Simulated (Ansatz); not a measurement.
Input and command of a calculation in Ansatz (plane waves; scalar-relativistic PAW potentials unless the input names others):

```yaml
crystal:
  lattice:
    - [3.4960207402, 0.0, 0.0]
    - [-1.7480103701, 3.0276427731, 0.0]
    - [0.0, 0.0, 13.7073544775]
  atoms:
    - { symbol: Te, position: [0.3333333333, 0.6666666667, 0.3825816704] }
    - { symbol: Te, position: [0.6666666667, 0.3333333333, 0.6174183296] }
    - { symbol: Te, position: [0.6666666667, 0.3333333333, 0.8825816704] }
    - { symbol: Te, position: [0.3333333333, 0.6666666667, 0.1174183296] }
    - { symbol: Mo, position: [0.3333333333, 0.6666666667, 0.75] }
    - { symbol: Mo, position: [0.6666666667, 0.3333333333, 0.25] }
basis:
  ecutwfc: 420
kpoints:
  mp_grid: { grid: [12, 12, 2], shift: [0.5, 0.5, 0.5] }
hamiltonian:
  xc: pbe
  dispersion: d3bj
scf:
  occupations: { method: methfessel_paxton, width: 0.1 }
output:
  forces: true
  eigenvalues: true
  stress: true
```

```bash
ansatz run input.yaml --threads 1 --pin off --max-ram 2560MiB --backend cpu --events-out ev --progress --plain --runs-dir out
```

Abridged log:
```
Warning: crystal.symmetry: narrowed to the stabiliser of the k-point mesh — unitary ops 24 → 8; excluded 16 operations that carry a point of the 12×12×2 mesh (shift [0.5, 0.5, 0.5]) off the mesh (the run samples exactly the mesh kpoints.mp_grid names, as under crystal.symmetry.detect: false, and its converged state has the mesh's symmetry, not the crystal's; ε∞, the Born charges and the force constants of a linear response (`dielectric:` by the response, `phonons.method: dfpt`) are averaged over those of the crystal's operations that the state keeps within a tolerance, where `mesh_tensors`, `u ...
Basis set: ecut = 420 eV, 2835 PW (Γ), exchange–correlation on 48×48×192 points (8 copies of the dense FFT grid, shifted against one another)
Bands: 56, of which v1, the nominal top of the filled ones, is band 46 counted from 1 (45 counted from 0)
Symmetry: 8 space group operations
k-points: 42 of 288
SCF iter   1: F=—  HF=-37836.627952 eV  |F-HF|=—  |Δ(HF+E_count)|=         —  Δρ=4.30e-3  dr2=1.14e-2  ethr=1.77e-3  ⟨swp⟩=7.4  Hψ=9162  notcnv=0
SCF iter   2: F=—  HF=-37836.635604 eV  |F-HF|=—  |Δ(HF+E_count)|=   7.65e-3  S|Δr|=    0.00e0  Δρ=2.54e-3  dr2=3.75e-3  ethr=1.24e-5  ⟨swp⟩=2.0  Hψ=3500  notcnv=0
SCF iter   3: F=—  HF=-37836.638604 eV  |F-HF|=—  |Δ(HF+E_count)|=   3.00e-3  S|Δr|=    0.00e0  Δρ=1.27e-3  dr2=1.42e-3  ethr=4.08e-6  ⟨swp⟩=2.0  Hψ=2773  notcnv=0
automatic band count: iteration 3 solves 54 bands in place of 56: the levels show a gap, and the empty bands left out lie too high to hold charge; the band table lists the bands solved (type scf.n_extra_bands for more)
SCF iter   4: F=—  HF=-37836.639620 eV  |F-HF|=—  |Δ(HF+E_count)|=   1.02e-3  S|Δr|=    0.00e0  Δρ=1.10e-4  dr2=1.39e-5  ethr=1.54e-6  ⟨swp⟩=2.0  Hψ=2913  notcnv=0
SCF iter   5: F=—  HF=-37836.639642 eV  |F-HF|=—  |Δ(HF+E_count)|=   2.13e-5  S|Δr|=    0.00e0  Δρ=4.47e-5  dr2=2.93e-6  ethr=1.51e-8  ⟨swp⟩=3.0  Hψ=4120  notcnv=0
SCF iter   6: F=—  HF=-37836.639647 eV  |F-HF|=—  |Δ(HF+E_count)|=   4.96e-6  S|Δr|=    0.00e0  Δρ=1.09e-5  dr2=2.16e-7  ethr=3.18e-9  ⟨swp⟩=2.0  Hψ=2973  notcnv=0
SCF iter   7: F=-37836.639647 eV  HF=-37836.639647 eV  |F-HF|=1.14e-8  |Δ(HF+E_count)|=   2.14e-7  S|Δr|=    0.00e0  Δρ=3.66e-6  dr2=2.66e-8  ethr=1.09e-10  ⟨swp⟩=7.0  Hψ=8396  notcnv=0
SCF 1 converged in 7 iterations: F = -37836.639647 eV  dr2 = 2.66e-8
SCF converged after 7 iterations
Stability not checked: this state was not tested for a lower state beside it, because cold or Methfessel-Paxton smearing, or corrected tetrahedra, fill the levels in a way that the test cannot read (fill_not_monotonic; see scf.lower_state_search)
Free energy (F): -37836.639647 eV
Harris-Foulkes:  -37836.639647 eV  (|F-HF|=1.14e-8)
Internal energy: -37836.639647 eV  (E = F + TS)
E sigma→0 (E₀):  -37836.639647 eV
Entropy (-TS):   0.000000 eV (0.000 meV/atom)
Fermi energy:    13.427574 eV
Step filling:    the computed levels leave a gap of 0.7594 eV = 7.6 smearing widths at the electron count; against every level under it full and every level over it empty, smearing changes F+E_penalty+E_count by +7.73e-7 meV and its σ→0 estimate by -5.09e-6 meV
  E_disp       = -3.323949  (pairwise vdW)
--- Forces (eV/Å), atoms counted from 1 ---
  atom   1  Te     0.00001064    -0.00000614     0.00464313
  atom   2  Te    -0.00001064     0.00000614    -0.00464313
  atom   3  Te    -0.00001064     0.00000614     0.00464313
  atom   4  Te     0.00001064    -0.00000614    -0.00464313
  atom   5  Mo     0.00002103    -0.00001214     0.00000000
  atom   6  Mo    -0.00002103     0.00001214     0.00000000
--- Stress (GPa, compression-positive) ---
        0.023099      -0.000038       0.000000
       -0.000038       0.023056       0.000000
        0.000000       0.000000      -0.041607
  P = ⅓ Tr σ = 0.0015 GPa (0.015 kbar)
```

Apart from outputs, empty bands and the relaxation, which only the reference makes, the input differs from a reference run on usual settings in kpoints.mp_grid.shift: not typed → [0.5, 0.5, 0.5]; scf.occupations.method: "gaussian" → "methfessel_paxton"; scf.occupations.width: 0.02 → 0.1. The reference, at the same geometry, ended its own course with pressure 0.01 GPa, largest force 0.002 eV/Å, gap on the mesh 0.66 eV. This run converged in 7 SCF iterations with an energy at zero smearing 0.27 meV/atom below the reference's, pressure 0.00 GPa, largest force 0.005 eV/Å, gap on the mesh 0.76 eV.

Time: 7.2 s on 1 thread of Intel(R) Xeon(R) 6975P-C (Granite Rapids) (shared host), peak memory 0.57 GiB.